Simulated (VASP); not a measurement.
A run of VASP 6.6.1:

File INCAR:

```
PREC     = Accurate       # precision mode
ENCUT    = 520            # plane-wave cutoff, eV
EDIFF    = 1E-7           # SCF threshold, eV
ISMEAR   = 0              # smearing method
SIGMA    = 0.1            # smearing width, eV
LREAL    = F              # projectors in reciprocal space
LASPH    = T              # aspherical terms in the spheres
NELM     = 100            # most SCF steps
ALGO     = Normal         # electronic algorithm
ISIF     = 2              # what is computed and relaxed
LWAVE    = F              # write WAVECAR
LCHARG   = F              # write CHGCAR
GGA      = PE             # functional
NBANDS   = 10             # bands
```

Contents of KPOINTS:

```
regular mesh
0
Gamma
  24 24 24
```

Contents of POSCAR:

```
Os
1.0
    0.0000000000      1.9280564336      1.9280564336
    1.9280564336      0.0000000000      1.9280564336
    1.9280564336      1.9280564336      0.0000000000
Os
1
Direct
    0.0000000000      0.0000000000      0.0000000000
```

Potentials or basis: VASP PAW PBE potentials, release 64 (Os).

Run with:

```sh
$ cat potpaw_PBE.64/Os/POTCAR > POTCAR
$ mpirun -np 1 vasp_std > vasp.out
```

Hardware: 1 thread of Intel(R) Xeon(R) Platinum 8375C CPU @ 2.90GHz (Ice Lake), with other jobs on the host.

Problem. Estimate the wall time of this run.

Solution. Run time: 35 s on 1 thread of Intel(R) Xeon(R) Platinum 8375C CPU @ 2.90GHz (Ice Lake), on a shared host, peak memory 0.18 GiB. Counts: scf iterations 13, k points 413.
